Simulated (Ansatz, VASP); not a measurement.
Two plane-wave programs on AlNi

```xyz
2
Lattice="2.7658 0.0000 0.0000 0.0000 2.7658 0.0000 0.0000 0.0000 2.8810" Properties=species:S:1:pos:R:3 pbc="T T T"
Al    0.0000    0.0000    0.0000
Ni    1.3829    1.3829    1.4405
```

Change from the starting cell: strain -0.040 along x and y, +0.000 along z, atoms carried along.

Alike in both runs: task single point; functional PBE; k mesh 16 × 16 × 16; occupations gaussian, width 0.15 eV; no spin polarisation.

```csv
,VASP,Ansatz
version,VASP 6.6.1,Ansatz 0.2.0
potentials or method,"VASP PAW PBE potentials, release 64 (Al, Ni)","scalar-relativistic, plane waves, PAW"
plane-wave cutoff (eV),520,420
valence electrons in the cell,13,21
```

VASP gave:

```
gap on the k mesh at the Fermi level (eV)       : none
pressure (GPa)                                  : 18.5
largest component of the traceless stress (GPa) : 2.44
```

Q: What did Ansatz give for the same quantities?

A: gap on the k mesh at the Fermi level (eV): none; pressure (GPa): 18.5; largest component of the traceless stress (GPa): 2.39.

A gap of «none» marks a metal or a gap that the smearing closes. The two sets of potentials don't hold the same shells in valence.

Caveats: so large a pressure means that the cell lies far from this level's equilibrium, or that cutoff or potentials fall short (VASP). Spin polarisation is off, so any magnetic state and its effect on volume and gap are missing.
